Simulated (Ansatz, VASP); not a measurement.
# BeTe in VASP and in Ansatz

```
Te Be
1.0
     0.00000    2.77000    2.77000
     2.77000    0.00000    2.77000
     2.77000    2.77000    0.00000
Te Be
1 1
Cartesian
  4.1550 4.1550 4.1550
  0.0000 0.0000 0.0000
```

Alike in both runs: task single point; functional PBE; k mesh 8 × 8 × 8; occupations gaussian, width 0.019 eV; no spin polarisation.

|  | VASP | Ansatz |
| --- | --- | --- |
| version | VASP 6.6.1 | Ansatz 0.2.0 |
| potentials or method | VASP PAW PBE potentials, release 64 (Te, Be) | Ansatz PAW |
| plane-wave cutoff (eV) | 520 | 420 |
| valence electrons in the cell | 8 | 18 |

Ansatz gave:

- gap on the k mesh at the Fermi level (eV): 1.86
- least direct gap on the mesh (eV): 3.59
- pressure (GPa): 4.3

Estimate VASP's values.

gap on the k mesh at the Fermi level (eV): 1.85; least direct gap on the mesh (eV): 3.56; pressure (GPa): 4.5.

The two sets of potentials don't hold the same shells in valence.

Caveats: spin-orbit coupling is left out, which moves the levels of the heavy elements. Expect the measured gap to be larger: semilocal functionals such as PBE lack the derivative discontinuity. A k mesh can miss the band edges.
